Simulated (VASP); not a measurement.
Output of a VASP run:

**OSZICAR**
```
       N       E                     dE             d eps       ncg     rms          rms(c)
DAV:   1     0.973086620593E+02    0.97309E+02   -0.68716E+03   480   0.115E+03
DAV:   2     0.201178499696E+00   -0.97107E+02   -0.91329E+02   764   0.190E+02
DAV:   3    -0.688349964434E+01   -0.70847E+01   -0.70563E+01   592   0.584E+01
DAV:   4    -0.696299843913E+01   -0.79499E-01   -0.79421E-01   572   0.735E+00
DAV:   5    -0.696415152303E+01   -0.11531E-02   -0.11530E-02   576   0.892E-01    0.233E+00
DAV:   6    -0.658324138107E+01    0.38091E+00   -0.65202E-01   552   0.457E+00    0.179E+00
DAV:   7    -0.653680329942E+01    0.46438E-01   -0.20331E-01   640   0.253E+00    0.105E+00
DAV:   8    -0.653740639588E+01   -0.60310E-03   -0.15288E-02   568   0.952E-01    0.140E-01
DAV:   9    -0.653787566641E+01   -0.46927E-03   -0.37962E-03   616   0.397E-01    0.122E-01
DAV:  10    -0.653799329127E+01   -0.11762E-03   -0.32953E-04   564   0.147E-01    0.175E-02
DAV:  11    -0.653800945232E+01   -0.16161E-04   -0.33263E-05   616   0.431E-02    0.616E-03
DAV:  12    -0.653800924155E+01    0.21077E-06   -0.98163E-06   580   0.201E-02    0.291E-03
DAV:  13    -0.653800906422E+01    0.17733E-06   -0.42046E-07   564   0.487E-03    0.118E-03
DAV:  14    -0.653800912232E+01   -0.58097E-07   -0.25470E-07   516   0.289E-03
   1 F= -.65380091E+01 E0= -.65380091E+01  d E =-.111767E-15
```

### OUTCAR
```
------------------------ aborting loop because EDIFF is reached ----------------------------------------
  FORCE on cell =-STRESS in cart. coord.  units (eV):
  Direction    XX          YY          ZZ          XY          YZ          ZX
  --------------------------------------------------------------------------------------
  Total        0.2035414      0.2035414      0.2035414     -0.0000000     -0.0000000      0.0000000
  in kB        4.5058594      4.5058594      4.5058594     -0.0000000     -0.0000000      0.0000000
  external PRESSURE =       4.5058594 kB  Pullay stress =       0.0000000 kB
  volume of cell :       72.37
      direct lattice vectors                 reciprocal lattice vectors
     4.167368523  0.000000000  0.000000000     0.239959580  0.000000000  0.000000000
     0.000000000  4.167368523  0.000000000     0.000000000  0.239959580  0.000000000
     0.000000000  0.000000000  4.167368523     0.000000000  0.000000000  0.239959580
 POSITION                                       TOTAL-FORCE (eV/Angst)
 -----------------------------------------------------------------------------------
      0.00000      0.00000      0.00000         0.000000      0.000000      0.000000
      2.08368      2.08368      2.08368         0.000000      0.000000      0.000000
 -----------------------------------------------------------------------------------
    total drift:                                0.000000      0.000000     -0.000000
  FREE ENERGIE OF THE ION-ELECTRON SYSTEM (eV)
  ---------------------------------------------------
  free  energy   TOTEN  =        -6.5380091223 eV

  energy  without entropy=       -6.5380091223  energy(sigma->0) =       -6.53800912
```
(Selected blocks of OUTCAR.)

POSCAR:
```
CsCl
1
    4.1673685230     0.0000000000     0.0000000000
    0.0000000000     4.1673685230     0.0000000000
    0.0000000000     0.0000000000     4.1673685230
Cs Cl
1 1
Direct
  0.0000000000   0.0000000000   0.0000000000
  0.5000000000   0.5000000000   0.5000000000
```

Write an INCAR and KPOINTS that could have produced this output.

One answer among several that fit: the input of the run itself, PBE GGA, plane waves, VASP's PBE PAW potentials (set 64).

### INCAR
```
PREC  =  Accurate
NELM  =  100   # most electronic steps
LASPH  =  .TRUE.
ENCUT  =  520
ISIF  =  2   # forces and stress, cell fixed
LCHARG  =  .FALSE.
GGA  =  PE   # PBE
SIGMA  =  0.05   # width (eV)
ISMEAR  =  0   # Gaussian
LMAXMIX  =  4
LWAVE  =  .FALSE.
ALGO  =  Normal   # blocked Davidson
SYSTEM  =  CsCl
EDIFF  =  1E-7   # SCF stop (eV)
LREAL  =  .FALSE.   # projection in real space or not
```

### KPOINTS
```
Automatic mesh
0
gamma
 6 6 6
```

POTCAR, in this order: Cs_sv Cl (PBE.64 set). Program: vasp_std.

The compound is CsCl in the CsCl type structure. This cell is one point of a volume scan, at 0.97 of the reference volume.
